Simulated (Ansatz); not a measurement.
Basis-set extrapolation for C₂H₂O₄ (`O=C(O)C(=O)O`) (PBE0-D4/def2-TZVP geometry, frozen core, Ansatz). Multiplicity 1, RHF reference.

|  | def2-TZVPP | def2-QZVPP |
| --- | --- | --- |
| HF | -376.536950 | -376.553591 |
| MP2 correlation | -1.231352 | -1.326980 |
| CCSD(T) correlation | -1.284772 | not run |

Energies in hartree. Use E(X) = E(∞) + A·exp(−7.88·√X) for Hartree–Fock and E(X) = E(∞) + B·X^(−2.97) for correlation, with X = 3 and 4, and add CCSD(T) minus MP2 of the smaller set to the MP2 limit.

What is the CCSD(T) energy at the basis-set limit?

HF limit: -376.553591 + (-0.016641) × 0.13774 = -376.55588. MP2 limit: -1.326980 + (-0.095628) × 0.74074 = -1.39782. Higher-order term: -1.284772 − (-1.231352) = -0.05342. Total: -378.00712 hartree, 486.8 kJ/mol below CCSD(T)/def2-TZVPP.
